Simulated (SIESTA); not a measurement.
## Si: single point with PBE

The system is Si.

```xyz
4
Lattice="3.8313 0.0000 0.0000 -1.9157 3.3180 0.0000 0.0000 0.0000 6.3326" Properties=species:S:1:pos:R:3 pbc="T T T"
Si    1.9157    1.1060    5.9336
Si    0.0000    2.2120    2.7673
Si    1.9157    1.1060    3.5653
Si    0.0000    2.2120    0.3990
```

This isn't the form of Si at room conditions, which is diamond.

```json
{
  "Program": "SIESTA 5.4.2",
  "Task": "single point",
  "Functional": "PBE",
  "Potentials or basis": "PseudoDojo 0.4 standard (PBE files)",
  "Basis": "DZDP (energy shift 0.003 Ry)",
  "Grid cutoff": "500 Ry",
  "Energy shift": "0.003 Ry",
  "k mesh": "8 × 8 × 4",
  "Occupations": "fermi-dirac, width 0.05 eV",
  "Spin": "no spin polarisation"
}
```

| Item | Value |
| --- | --- |
| Pressure | 3.1 GPa |
| Band gap on the k mesh | 0.51 eV, indirect (least direct gap 1.06 eV) |

Levels at points of the mesh, in eV from the valence-band top:
| k point | band 6 | band 7 | band 8 | band 9 | band 10 | band 11 |
| --- | --- | --- | --- | --- | --- | --- |
| (0.00, 0.00, 0.00) | -0.23 | 0.00 | 0.00 | 1.06 | 2.05 | 2.05 |
| (0.50, 0.00, 0.00) | -3.05 | -2.98 | -1.44 | 0.51 | 2.41 | 3.07 |
| (0.00, 0.50, 0.00) | -3.05 | -2.98 | -1.44 | 0.51 | 2.41 | 3.07 |
| (0.50, 0.50, 0.00) | -3.05 | -2.98 | -1.44 | 0.51 | 2.41 | 3.07 |
| (0.00, 0.00, 0.50) | -0.88 | -0.88 | -0.88 | 1.84 | 1.84 | 3.08 |
| (0.50, 0.00, 0.50) | -2.45 | -2.42 | -2.42 | 0.96 | 0.96 | 1.76 |
| (0.00, 0.50, 0.50) | -2.45 | -2.42 | -2.42 | 0.96 | 0.96 | 1.76 |
| (0.50, 0.50, 0.50) | -2.45 | -2.42 | -2.42 | 0.96 | 0.96 | 1.76 |

Run time: 72 s on 1 thread of Arm Neoverse V2, with other jobs on the host, peak memory 0.38 GiB.

Caveat: the basis of atomic orbitals isn't converged, which shifts pressures, moduli and gaps. A k mesh can miss the band edges.
